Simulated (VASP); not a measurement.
# NiO: elastic constants with PBE+U

Crystal: NiO.

```
CELL_PARAMETERS angstrom
4.18000 2.09000 2.09000
2.09000 4.18000 2.09000
2.09000 2.09000 4.18000
ATOMIC_POSITIONS crystal
Ni 0.00000 0.00000 0.00000
Ni 0.50000 0.50000 0.50000
O 0.25000 0.25000 0.25000
O 0.75000 0.75000 0.75000
```

The cell was built by a generator and needn't be a form met in nature.

```yaml
Program: VASP 6.6.1
Task: elastic constants
Functional: PBE
Potentials_or_basis: VASP PAW PBE potentials, release 64 (Ni, O)
Cutoff: 600 eV
k_mesh: 7 × 7 × 7
Occupations: gaussian, width 0.15 eV
Spin: collinear spin, antiferromagnetic start
Starting_moments: "[2, -2, 0, 0] μB"
Hubbard_terms: Ni d U = 5.0 eV
Ions_in_elastic_constants: relaxed
Further_INCAR_settings: ALGO = Normal; EDIFF = 1e-08; IBRION = 6; POTIM = 0.015; NSW = 1; ISIF = 3
```

```json
{"Relaxed volume": "9.17 Å³/atom", "Relaxed cell": "a = 5.125 Å, b = 5.125 Å, c = 5.125 Å, α = 33.59°, β = 33.59°, γ = 33.59°", "Space group after relaxing (to 0.05 Å)": "Fm-3m (No. 225)", "Net moment": "0.00 μB per cell", "Site moments": "Ni +1.69, -1.69; O +0.00 μB", "Valence electrons inside the program's atomic spheres": "Ni 8.99; O 5.01", "Elastic constants C11, C12, C44": "337, 108, 89 GPa", "Voigt bulk modulus": "184 GPa", "Highest phonon frequency at Γ, LO-TO splitting left out": "523 cm⁻¹"}
```

The path:
```csv
step,energy change (eV),largest force (eV/Å),pressure (GPa),volume (Å³)
1,0.0000,0.0000,0.85,36.52
2,-0.0003,0.0000,-0.44,36.77
3,-0.0005,0.0000,-0.01,36.69
4,-0.0005,0.0000,0.00,36.69
```

Final structure:
```xyz
4
Lattice="4.1852 2.0913 2.0913 2.0913 4.1852 2.0913 2.0913 2.0913 4.1852" Properties=species:S:1:pos:R:3 pbc="T T T"
Ni    4.1826    6.2765    6.2765
Ni    4.1839    4.1839    4.1839
O     2.0919    2.0919    2.0919
O     6.2758    6.2758    6.2758
```

Phonon frequencies in cm⁻¹ (negative: imaginary):
| q point | frequencies |
| --- | --- |
| (0.000, 0.000, 0.000) | 0 0 0 193 193 313 323 323 359 370 370 523 |

Elastic tensor in Voigt notation (GPa, in the Cartesian axes of the cell as first typed):
```
337 108 108   0  -1  -1
108 337 108  -1   0  -1
108 108 337  -1  -1   0
  0  -1  -1  89   0   0
 -1   0  -1   0  89   0
 -1  -1   0   0   0  89
```

Eigenvalues of the final occupation matrices:
```tsv
site	spin	trace	eigenvalues
site 1 d	1	4.98	0.98 0.98 0.98 1.02 1.02
site 1 d	2	3.28	0.17 0.17 0.98 0.98 0.98
site 2 d	1	3.28	0.17 0.18 0.98 0.98 0.98
site 2 d	2	4.98	0.98 0.98 0.98 1.02 1.02
```

Clamped-ion elastic tensor (GPa):
```
337 108 108   0  -1  -1
108 337 108  -1   0  -1
108 108 337  -1  -1   0
  0  -1  -1  89   0   0
 -1   0  -1   0  89   0
 -1  -1   0   0   0  89
```

Run time: 43 min on 4 MPI ranks on Intel(R) Xeon(R) Platinum 8488C (Sapphire Rapids) (shared host), peak memory 0.7 GiB a rank.

The state reached can hang on the start; a lower one may exist.
